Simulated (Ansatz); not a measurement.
Li:

```
CELL_PARAMETERS angstrom
-1.75465 1.75465 1.75465
1.75465 -1.75465 1.75465
1.75465 1.75465 -1.75465
ATOMIC_POSITIONS crystal
Li 0.00000 0.00000 0.00000
```

Base run:

```yaml
Program: Ansatz 0.2.0
Functional: PBE
Potentials_or_basis: Ansatz PAW
Cutoff: 420 eV
Density_cutoff: 1680 eV
k_mesh: 11 × 11 × 11
Occupations: fermi-dirac, width 0.05 eV
Spin: no spin polarisation
```

Its results: band gap on the k mesh none (metal or under the smearing width); pressure -0.8 GPa.

Task: After a change of settings the same cell gave: band gap on the k mesh none (metal or under the smearing width); pressure -1.6 GPa. Which change was it?
A. functional from PBE to RPBE
B. functional from PBE to wPBEh; k mesh from 11 × 11 × 11 to 6 × 6 × 6
C. functional from PBE to SVWN5; potentials or basis from Ansatz PAW to JTH PAW LDA; cutoff from 420 eV to 1200 eV; density cutoff from 1680 eV to 6000 eV

Result: C.

Not every run made on this cell is shown here.
